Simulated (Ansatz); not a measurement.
The system is Ge.

```
CELL_PARAMETERS angstrom
-2.57449 2.57449 1.39741
2.57449 -2.57449 1.39741
2.57449 2.57449 -1.39741
ATOMIC_POSITIONS crystal
Ge 0.50000 0.50000 0.00000
Ge 0.25000 0.75000 0.50000
```

This isn't the form of Ge at room conditions, which is diamond.

* Program: Ansatz 0.2.0
* Task: relaxation of cell and atoms
* Functional: revPBE
* Potentials or basis: Ansatz PAW
* Cutoff: 420 eV (not typed: the program's choice for these potentials)
* k mesh: 11 × 11 × 11
* Occupations: fermi-dirac, width 0.05 eV
* Spin: no spin polarisation

At the start: volume 18.52 Å³/atom.

Task: How do energy, volume and symmetry change on relaxing?

Result: It ends after 6 steps and the volume is 19.67 Å³/atom (+6.2 %); space group I4_1/amd (No. 141, to 0.05 Å).

The path:
```
step  energy change (eV)  largest force (eV/Å)  volume (Å³)
   1              0.0000                0.0000        37.05
   2             -0.0283                0.0000        39.82
   3             -0.0299                0.0000        39.38
   4             -0.0300                0.0000        39.31
   5             -0.0301                0.0000        39.34
   6             -0.0305                0.0000        39.34
```

Final structure:
```
CELL_PARAMETERS angstrom
-2.63028 2.63028 1.42171
2.63028 -2.63028 1.42171
2.63028 2.63028 -1.42171
ATOMIC_POSITIONS crystal
Ge 0.50000 0.50000 0.00000
Ge 0.25000 0.75000 0.50000
```

Caveat: the plane-wave basis is chosen anew once the cell has moved, so the energies of steps on either side of that aren't comparable; the PAW data sets come from PBE, with cores solved anew for the run's functional, which leaves a small shift of forces and pressure.
